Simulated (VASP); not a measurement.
# MgO (P6_3mc) in VASP: dielectric tensor with r2SCAN

Aim: the dielectric tensor of MgO with r2SCAN.

Program: VASP 6.6.1. These are calculated values, not measurements. Logs are shortened: lines on timing, memory, paths and dates and some standing lists are left out, and cuts for length are marked.

## (1) Starting point

The structure is hexagonal, space group P6_3mc (No. 186). The conventional cell has a = 3.300 Å, b = 3.300 Å, c = 5.009 Å, α = 90.00°, β = 90.00°, γ = 120.00°. Mg (site symmetry 3m) is surrounded by 4 O at 1.97 to 1.99 Å. Around O (site symmetry 3m) lie 4 Mg at 1.97 to 1.99 Å.

Measurements of this composition are mostly on another form, of space group No. 225.

## (2) Dielectric tensor, r2SCAN

Contents of INCAR:

```
PREC = Accurate ; ENCUT = 520
EDIFF = 1E-8 ; ISMEAR = 0
SIGMA = 0.02 ; LREAL = False
LASPH = True ; NELM = 100
ALGO = Normal ; ISIF = 2
LWAVE = False ; LCHARG = False
METAGGA = R2SCAN ; LMIXTAU = True
LCALCEPS = True
```

Contents of KPOINTS:

```
Automatic mesh
0
Gamma
  9 9 6
```

Contents of POSCAR:

```
MgO
1.0
    3.3004900000      0.0000000000      0.0000000000
   -1.6502500000      2.8583100000      0.0000000000
    0.0000000000      0.0000000000      5.0086300000
Mg O
2 2
Direct
    0.3333300000      0.6666700000      0.0034600000
    0.6666700000      0.3333300000      0.5034600000
    0.3333300000      0.6666700000      0.4011400000
    0.6666700000      0.3333300000      0.9011400000
```

Potentials or basis: VASP PAW PBE potentials, release 64 (Mg, O).

Command:

```console
> cat potpaw_PBE.64/Mg/POTCAR potpaw_PBE.64/O/POTCAR > POTCAR
> mpirun -np 1 vasp_std > vasp.out
```

OUTCAR:

```text
PREC = Accurate
   ENCUT = 520
   EDIFF = 1E-8
   ISMEAR = 0
   LREAL = False
   LASPH = True
   NELM = 100
   ISIF = 2
   METAGGA = R2SCAN

 ion  position               nearest neighbor table
   1  0.333  0.667  0.003-   4 1.97   4 1.97   4 1.97   3 1.99   2 3.15   2 3.15   2 3.15   2 3.15
                             2 3.15   2 3.15
   2  0.667  0.333  0.503-   3 1.97   3 1.97   3 1.97   4 1.99   1 3.15   1 3.15   1 3.15   1 3.15
                             1 3.15   1 3.15
   3  0.333  0.667  0.401-   2 1.97   2 1.97   2 1.97   1 1.99
   4  0.667  0.333  0.901-   1 1.97   1 1.97   1 1.97   2 1.99

  LATTYP: Found a hexagonal cell.
 ALAT       =     3.3004900000
 C/A-ratio  =     1.5175413348

  Lattice vectors:

 A1 = (   3.3004900000,   0.0000000000,   0.0000000000)
 A2 = (  -1.6502500000,   2.8583100000,   0.0000000000)
 A3 = (   0.0000000000,   0.0000000000,   5.0086300000)

Analysis of symmetry for initial positions (statically):
=====================================================================
 Subroutine PRICEL returns:
 Original cell was already a primitive cell.

 Routine SETGRP: Setting up the symmetry group for a
 hexagonal supercell.

 Subroutine GETGRP returns: Found  4 space group operations
 (whereof  2 operations were pure point group operations)
 out of a pool of 24 trial point group operations.

The static configuration has the point symmetry C_1h.
 The point group associated with its full space group is C_2v.

Analysis of symmetry for dynamics (positions and initial velocities):
=====================================================================
 Subroutine PRICEL returns:
 Original cell was already a primitive cell.

 Routine SETGRP: Setting up the symmetry group for a
 hexagonal supercell.

 Subroutine GETGRP returns: Found  4 space group operations
 (whereof  2 operations were pure point group operations)
 out of a pool of 24 trial point group operations.

The dynamic configuration has the point symmetry C_1h.
 The point group associated with its full space group is C_2v.

 Subroutine INISYM returns: Found  4 space group operations
 (whereof  2 operations are pure point group operations),
 and found     1 'primitive' translations

----------------------------------------------------------------------------------------

                                     Primitive cell

  volume of cell :      47.2505

  direct lattice vectors                    reciprocal lattice vectors
     3.300490000  0.000000000  0.000000000     0.302985314  0.174929072  0.000000000
    -1.650250000  2.858310000  0.000000000     0.000000000  0.349857083  0.000000000
     0.000000000  0.000000000  5.008630000     0.000000000  0.000000000  0.199655395

  length of vectors
     3.300490000  3.300494072  5.008630000     0.349857515  0.349857083  0.199655395

  position of ions in fractional coordinates (direct lattice)
     0.333330000  0.666670000  0.003460000
     0.666670000  0.333330000  0.503460000
     0.333330000  0.666670000  0.401140000
     0.666670000  0.333330000  0.901140000

  ion indices of the primitive-cell ions
   primitive index   ion index
                 1           1
                 2           2
                 3           3
                 4           4

----------------------------------------------------------------------------------------

 KPOINTS: Automatic mesh

Automatic generation of k-mesh.
 Grid dimensions read from file:
 generate k-points for:    9    9    6

 Generating k-lattice:

  Cartesian coordinates                     Fractional coordinates (reciprocal lattice)
     0.033665035  0.019436564  0.000000000     0.111111111  0.000000000  0.000000000
     0.000000000  0.038873009  0.000000000     0.000000000  0.111111111  0.000000000
     0.000000000  0.000000000  0.033275899     0.000000000  0.000000000  0.166666667

  Length of vectors
     0.038873057  0.038873009  0.033275899

  Shift w.r.t. Gamma in fractional coordinates (k-lattice)
[... 57 lines left out ...]
   NFREE  =      0    steps in history (QN), initial steepest desc. (CG)
   ISIF   =      2    stress and relaxation
   ISYM   =      2    0-nonsym 1-usesym 2-fastsym
   POTIM  = 0.5000    time-step for ionic-motion
   TEBEG  =    0.0;   TEEND  =   0.0 temperature during run
   PSTRESS=    0.0 pullay stress
   NELECT =      16.0000    total number of electrons
   NUPDOWN=      -1.0000    fix difference up-down
   EMIN   =  10.00;   EMAX   =-10.00  energy-range for DOS
   EFERMI =   0.00;   METHOD = LEGACY
   ISMEAR =     0;   SIGMA  =   0.02  broadening in eV -4-tet -1-fermi 0-gaus
   EFERMI_NEDOS =   21; number of points for ismear=-14 and -15
   IALGO  =     38    algorithm
   IMIX   =      4    mixing-type and parameters
     AMIX     =   0.40;   BMIX     =  1.00
     AMIX_MAG =   1.60;   BMIX_MAG =  1.00
  volume/ion in A,a.u.               =      11.81        79.72
  Fermi-wavevector in a.u.,A,eV,Ry     =   1.141071  2.156311 17.715365  1.302043
  Thomas-Fermi vector in A             =   2.277772
   LORBIT       =      0    0 simple, 1 ext, 2 COOP (PROOUT), +10 PAW based schemes
   METAGGA = R2SCAN    functional components
   LHFCALC =     F    Hartree Fock is set to
   AEXX    =    0.0000 exact exchange contribution
   IVDW    =     0    specifies the selected vdW correction
   LEPSILON=     F    determine dielectric tensor
   LRPA    =     F    only Hartree local field effects (RPA)
   LRPA       =     F
 non-spin polarized calculation
 Gauss-broadening in eV      SIGMA  =   0.02
  energy-cutoff  :      520.00
  volume of cell :       47.25
 maximum number of plane-waves:      1288
 NGX is ok and might be reduce to    28
   NGX = 13   NGY = 13   NGZ = 19

 Total electronic dipole moment: p[elc]=(    -0.00000    -0.00000    -2.08044 ) |e| Angst

 number of electron      15.9999996 magnetization

 Free energy of the ion-electron system (eV)
  ---------------------------------------------------
  ext. energy  EPLUGINS =         0.00000000
  ---------------------------------------------------
  free energy    TOTEN  =       -31.83357552 eV

  energy without entropy =      -31.83357552  energy(sigma->0) =      -31.83357552

 E-fermi :   0.8079     XC(G=0): -10.1943

 val. band max:        0.7008335644   @ k =   0.0000   0.0000   0.0000
 cond. band min:   10000.0000000000   @ k =   0.0000   0.0000   0.0000
 fundamental gap:   9999.2991664356
 Fermi energy:         0.8078691870

 k-point     1 :       0.0000    0.0000    0.0000
  band No.  band energies     occupation
      1     -16.4821      2.00000
      2     -15.7102      2.00000
      3      -2.5600      2.00000
      4      -0.0509      2.00000
      5      -0.0508      2.00000
      6       0.2782      2.00000
      7       0.2782      2.00000
      8       0.7008      2.00000
      9   10000.0000      0.00000
     10   10000.0000      0.00000
     11   10000.0000      0.00000
     12   10000.0000      0.00000
[... 331 lines left out ...]
 k-point    24 :       0.4444    0.3333    0.0000
  band No.  band energies     occupation
      1     -15.8037      2.00000
      2     -15.6323      2.00000
      3      -2.1120      2.00000
      4      -1.3318      2.00000
      5      -0.9992      2.00000
      6      -0.8468      2.00000
      7      -0.3463      2.00000
      8      -0.1725      2.00000
      9   10000.0000      0.00000
     10   10000.0000      0.00000
     11   10000.0000      0.00000
     12   10000.0000      0.00000

 [... further k-points ...]

------------------------ aborting loop because EDIFF is reached ----------------------------------------

            Ionic dipole moment: p[ion]=(     0.00000     0.00000     4.14474 ) |e| Angst

 Total electronic dipole moment: p[elc]=(     0.00000    -0.00000    -2.07565 ) |e| Angst

 MACROSCOPIC STATIC DIELECTRIC TENSOR (including local field effects)
 ------------------------------------------------------
           2.744076    -0.000072     0.000000
          -0.000072     2.743998     0.000000
           0.000000     0.000000     2.835536
 ------------------------------------------------------

 PIEZOELECTRIC TENSOR (including local field effects) (e Angst)
          XX          YY          ZZ          XY          YZ          ZX
  --------------------------------------------------------------------------------
  x     0.00000     0.00000    -0.00000     0.00000    -0.00001     0.21393
  y     0.00000     0.00000     0.00000     0.00000     0.21393    -0.00001
  z     0.12945     0.12943     0.00814    -0.00002     0.00000     0.00000

 PIEZOELECTRIC TENSOR (including local field effects) (C/m^2)
          XX          YY          ZZ          XY          YZ          ZX
  --------------------------------------------------------------------------------
  x     0.00000     0.00000    -0.00000     0.00000    -0.00000     0.07254
  y     0.00000     0.00000     0.00000     0.00000     0.07254    -0.00000
  z     0.04389     0.04389     0.00276    -0.00001     0.00000     0.00000

 BORN EFFECTIVE CHARGES (including local field effects) (in |e|, cummulative output)
 ---------------------------------------------------------------------------------
 ion    1
    1     1.80088    -0.00009    -0.00000
    2    -0.00009     1.80078     0.00000
    3    -0.00001     0.00000     1.90746
 ion    2
    1     1.80088    -0.00009     0.00000
    2    -0.00009     1.80078    -0.00000
    3     0.00001    -0.00000     1.90746
 ion    3
    1    -1.80088     0.00009    -0.00000
    2     0.00009    -1.80078     0.00000
    3    -0.00001     0.00000    -1.90746
 ion    4
    1    -1.80088     0.00009     0.00000
    2     0.00009    -1.80078    -0.00000
    3     0.00001    -0.00000    -1.90746

  FORCE on cell =-STRESS in cart. coord.  units (eV):
  Direction    XX          YY          ZZ          XY          YZ          ZX
  --------------------------------------------------------------------------------------
  -------------------------------------------------------------------------------------
  Total       -0.3385243     -0.3378575     -0.2409499      0.0005785      0.0000000      0.0000000
  in kB      -11.4787274    -11.4561155     -8.1701608      0.0196151      0.0000000      0.0000000
  external PRESSURE =     -10.3683345 kB  Pullay stress =       0.0000000 kB

 VOLUME and BASIS-vectors are now :
 -----------------------------------------------------------------------------
  energy-cutoff  :      520.00
  volume of cell :       47.25
      direct lattice vectors                 reciprocal lattice vectors
     3.300490000  0.000000000  0.000000000     0.302985314  0.174929072  0.000000000
    -1.650250000  2.858310000  0.000000000     0.000000000  0.349857083  0.000000000
     0.000000000  0.000000000  5.008630000     0.000000000  0.000000000  0.199655395

 POSITION                                       TOTAL-FORCE (eV/Angst)
 -----------------------------------------------------------------------------------
     -0.00002      1.90555      0.01733         0.000336     -0.000194      0.016943
      1.65026      0.95276      2.52164        -0.000336      0.000194      0.016943
     -0.00002      1.90555      2.00916         0.000337     -0.000194     -0.016943
      1.65026      0.95276      4.51348        -0.000337      0.000194     -0.016943
 -----------------------------------------------------------------------------------
    total drift:                                0.000000      0.000000     -0.015895

  FREE ENERGIE OF THE ION-ELECTRON SYSTEM (eV)
  ---------------------------------------------------
  free  energy   TOTEN  =       -31.8335755173 eV

  energy  without entropy=      -31.8335755173  energy(sigma->0) =      -31.83357552
```

Run time: 1.8 h. Hardware: 1 thread of Intel Xeon Platinum 8175M at 2.50GHz (Skylake/Cascade Lake), shared host; peak memory 0.68 GiB.

Results:

| Property | Result |
| --- | --- |
| Band gap on the k mesh | 4.16 eV, direct |
| Electronic dielectric tensor (diagonal) | 2.74, 2.74, 2.84 |
| Born charges (mean of the diagonal) | Mg +1.84; O -1.84 e |

Levels at points of the mesh, in eV from the valence-band top:
| k point | band 6 | band 7 | band 8 | band 9 | band 10 | band 11 |
| --- | --- | --- | --- | --- | --- | --- |
| (0.00, 0.00, 0.00) | -0.42 | -0.42 | 0.00 | 4.16 | 9.39 | 11.17 |
| (0.00, 0.00, 0.50) | -0.59 | -0.59 | -0.59 | 6.68 | 6.68 | 14.19 |

Electronic dielectric tensor:
```
2.74 0.00 0.00
0.00 2.74 0.00
0.00 0.00 2.84
```

Born effective charge tensors (e):
atom 1, Mg
```
1.80 0.00 0.00
0.00 1.80 0.00
0.00 0.00 1.91
```
atom 2, Mg
```
1.80 0.00 0.00
0.00 1.80 0.00
0.00 0.00 1.91
```
atom 3, O
```
-1.80  0.00  0.00
 0.00 -1.80  0.00
 0.00  0.00 -1.91
```
atom 4, O
```
-1.80  0.00  0.00
 0.00 -1.80  0.00
 0.00  0.00 -1.91
```

Dipole moments of the cell (e·Å, modulo the quantum): ionic 0.000, 0.000, 4.145; electronic 0.000, 0.000, -2.076

Caveat: the PAW data sets were made with another functional, which shifts forces and pressure a little; an odd mesh through Γ misses points on the zone boundary, where band edges often lie.
